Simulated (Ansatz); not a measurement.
Co:

```xyz
2
Lattice="2.4720 0.0000 0.0000 -1.2360 2.1408 0.0000 0.0000 0.0000 4.0211" Properties=species:S:1:pos:R:3 pbc="T T T"
Co    1.2360    0.7136    3.0159
Co    0.0000    1.4272    1.0053
```

Base run:

- Program: Ansatz 0.2.0
- Functional: BLYP
- Potentials or basis: Ansatz PAW
- Cutoff: 420 eV
- Density cutoff: 1680 eV
- k mesh: 12 × 12 × 7
- Occupations: fermi-dirac, width 0.05 eV
- Spin: collinear spin, ferromagnetic start
- Starting moments: [2.0, 2.0] μB

Its results: band gap on the k mesh none (metal or under the smearing width); pressure 14.0 GPa; net moment 3.13 μB per cell; site moments Co +1.63 μB.

The run is repeated on the same cell with these changes: functional from BLYP to PBE. What comes out?

Band gap on the k mesh none (metal or under the smearing width); pressure 4.7 GPa; net moment 3.21 μB per cell; site moments Co +1.68 μB.

PBE binds more tightly than BLYP, so the same cell stands under less pressure.

Caveats: the potentials were made for another functional, which shifts forces and pressure (some runs); the PAW data sets come from PBE, with cores solved anew for the run's functional, which leaves a small shift of forces and pressure (some runs).

Not every run made on this cell is shown here.
